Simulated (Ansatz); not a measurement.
Level of theory: DFT PBE, scalar-relativistic, plane waves, PAW in Ansatz 0.2.0. Settings: cutoff 420 eV, Γ-centred meshes spaced at most about 0.3 Å⁻¹, and about 0.25 Å⁻¹ or finer for metals (2π included), Gaussian smearing. No spin polarisation in the final relaxations.

All energies are static (0 K, no zero-point motion).

Two forms of WSe2 were relaxed alike.

A.

Space group P-3m1 (No. 164). a = 3.320 Å, b = 3.320 Å, c = 24.820 Å, α = 90.00°, β = 90.00°, γ = 120.00°
| atom | site | symmetry | x | y | z |
| --- | --- | --- | --- | --- | --- |
| W | 2d | 3m. | 0.6667 | 0.3333 | 0.1532 |
| Se | 2d | 3m. | 0.3333 | 0.6667 | 0.2208 |
| Se | 2d | 3m. | 0.6667 | 0.3333 | 0.9145 |

B.

Space group P-3m1 (No. 164). a = 3.296 Å, b = 3.296 Å, c = 7.390 Å, α = 90.00°, β = 90.00°, γ = 120.00°
| atom | site | symmetry | x | y | z |
| --- | --- | --- | --- | --- | --- |
| W | 1a | -3m. | 0.0000 | 0.0000 | 0.0000 |
| Se | 2d | 3m. | 0.3333 | 0.6667 | 0.7672 |

Question: Which is lower in energy, and by how much?

Answer: A is lower, by 256 meV/atom. A has space group P-3m1 (No. 164), 39.5 Å³/atom and a gap of 1.54 eV on its mesh; B has space group P-3m1 (No. 164), 23.2 Å³/atom and no gap. In A, around W lie 6 Se at 2.55 Å; Se on its first site is surrounded by 3 W at 2.55 Å; around Se on its second site lie 3 W at 2.55 Å. In B, W has 6 Se at 2.57 Å; Se is surrounded by 3 W at 2.57 Å. Origin: A is a Materials Project cell, relaxed; B was invented. The part of the Crystallography Open Database at hand lists WSe2 in space group No. 194, which no cell shown has.

Weakly bound directions are ill-defined at this level, which has no dispersion term (P-3m1 at 39.5 Å³/atom, P-3m1 at 23.2 Å³/atom), and this can change margins and order among such cells. Spin–orbit coupling, which can matter for W, is left out. Kohn–Sham gaps at this level usually fall short of measured ones. A magnetic state wasn't ruled out in cells without spin, among them P-3m1 at 23.2 Å³/atom. Cells relaxed within their symmetry can be saddle points.

The energy difference mainly reflects how Se surrounds W. The coordinates of A give trigonal prisms, those of B octahedra, although both have six nearly equal W–Se bonds. W(IV) has two d electrons. In the prismatic field they fill a single band, largely of d(z²) character, that is split off from the other d states, which opens the gap of 1.54 eV. In the octahedral field they only partly fill the t2g-derived bands, leaving B metallic.

A is also not a bulk crystal but a pair of layers separated from its periodic images by vacuum. Its large volume per atom therefore says nothing about packing density, and its gap shouldn't be read as that of bulk WSe2. Since stacking energies are small beside the cost of changing the coordination, the preference for A probably carries over to the bulk prismatic form. The 256 meV/atom applies only to undistorted octahedral layers: B's single W per cell rules out the metal–metal chains known to stabilise such layers, which would probably narrow the difference.
